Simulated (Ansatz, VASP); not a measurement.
# Two plane-wave programs on KF

```
CELL_PARAMETERS angstrom
0.00000 2.80145 2.80145
2.80145 0.00000 2.80145
2.80145 2.80145 0.00000
ATOMIC_POSITIONS crystal
K 0.00000 0.00000 0.00000
F 0.50000 0.50000 0.50000
```

Alike in both runs: task single point; functional PBE; k mesh 8 × 8 × 8; occupations gaussian, width 0.02 eV; no spin polarisation.

|  | VASP | Ansatz |
| --- | --- | --- |
| version | VASP 6.6.1 | Ansatz 0.2.0 |
| potentials or method | VASP PAW PBE potentials, release 64 (K_sv, F) | scalar-relativistic, plane waves, PAW |
| plane-wave cutoff (eV) | 520 | 420 |
| valence electrons in the cell | 16 | 16 |

Ansatz gave:

```
gap on the k mesh at the Fermi level (eV) : 5.49
least direct gap on the mesh (eV)         : 5.49
pressure (GPa)                            : -2.3
```

Question: Which values does VASP return?

Answer: gap on the k mesh at the Fermi level (eV): 5.48; least direct gap on the mesh (eV): 5.48; pressure (GPa): -2.3.

A k mesh can miss the band edges.
